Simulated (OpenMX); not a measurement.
Here is an OpenMX 3.8.5 calculation.

Contents of Y.dat:

```
System.CurrrentDirectory             ./
System.Name                          Y
DATA.PATH                            ./DFT_DATA13
level.of.stdout                      1
level.of.fileout                     0
Species.Number                       1
<Definition.of.Atomic.Species
  Y   Y8.0-s3p3d2f1          Y_CA13
Definition.of.Atomic.Species>

Atoms.Number                         1
Atoms.SpeciesAndCoordinates.Unit     FRAC
<Atoms.SpeciesAndCoordinates
    1  Y     0.0000000000    0.0000000000    0.0000000000   5.580  5.420    68.39   18.80   68.39   18.80  1  off
Atoms.SpeciesAndCoordinates>

Atoms.UnitVectors.Unit               Ang
<Atoms.UnitVectors
     0.0000000000    2.5519910612    2.5519910612
     2.5519910612    0.0000000000    2.5519910612
     2.5519910612    2.5519910612    0.0000000000
Atoms.UnitVectors>

scf.XcType                           GGA-PBE
scf.SpinPolarization                 nc
scf.SpinOrbit.Coupling               on
scf.Constraint.NC.Spin               on
scf.Constraint.NC.Spin.v             0.2
scf.ElectronicTemperature            580.226
scf.energycutoff                     400.0
scf.maxIter                          100
scf.EigenvalueSolver                 band
scf.Kgrid                            7 7 7
scf.Mixing.Type                      rmm-diisk
scf.Init.Mixing.Weight               0.05
scf.Min.Mixing.Weight                0.001
scf.Max.Mixing.Weight                0.3
scf.Mixing.History                   25
scf.Mixing.StartPulay                8
scf.criterion                        1.0e-7
MD.Type                              nomd
Dos.fileout                          on
Dos.Erange                           -25.0 15.0
Dos.Kgrid                            9 9 9
```

The input dos.in:

```
2
0.05
1
```

The input pdos.in:

```
2
0.05
2
1
```

Potentials or basis: OpenMX 2013 LDA set, Y8.0-s3p3d2f1, grid cutoff 400 Ry.

Run with:

```console
$ openmx Y.dat -nt 1 > Y.std
$ DosMain Y.Dos.val Y.Dos.vec < dos.in
$ DosMain Y.Dos.val Y.Dos.vec < pdos.in
```

**Question.** Predict the net moment.

**Answer.** 0.00 μB per cell.

**Question.** Predict the band gap on the k mesh.

**Answer.** None (metal or under the smearing width).

States per cell in windows of 1 eV (zero at the Fermi level; states under -8 eV left out):
| from (eV) | total | Y1_d | Y1_s | Y1_p | Y1_f |
| --- | --- | --- | --- | --- | --- |
| -8.0 | 0.00 | 0.00 | 0.00 | 0.00 | 0.00 |
| -7.0 | 0.00 | 0.00 | 0.00 | 0.00 | 0.00 |
| -6.0 | 0.00 | 0.00 | 0.00 | 0.00 | 0.00 |
| -5.0 | 0.04 | 0.00 | 0.04 | 0.00 | 0.00 |
| -4.0 | 0.25 | 0.01 | 0.24 | 0.01 | 0.00 |
| -3.0 | 0.38 | 0.08 | 0.25 | 0.05 | 0.00 |
| -2.0 | 1.05 | 0.57 | 0.36 | 0.12 | 0.00 |
| -1.0 | 1.20 | 1.02 | 0.03 | 0.15 | 0.00 |
| 0.0 | 1.61 | 1.30 | 0.03 | 0.27 | 0.00 |
| 1.0 | 1.41 | 1.24 | 0.04 | 0.13 | 0.00 |
| 2.0 | 1.40 | 1.35 | 0.01 | 0.03 | 0.01 |
| 3.0 | 1.47 | 1.38 | 0.01 | 0.07 | 0.01 |
| 4.0 | 1.11 | 1.02 | 0.01 | 0.07 | 0.01 |
| 5.0 | 1.58 | 1.35 | 0.08 | 0.15 | 0.00 |
| 6.0 | 0.57 | 0.25 | 0.14 | 0.17 | 0.01 |
| 7.0 | 0.50 | 0.18 | 0.19 | 0.13 | 0.01 |

Caveat: total energies with and without spin-orbit coupling shouldn't be compared in this program; the basis of atomic orbitals isn't converged, which shifts pressures, moduli and gaps.
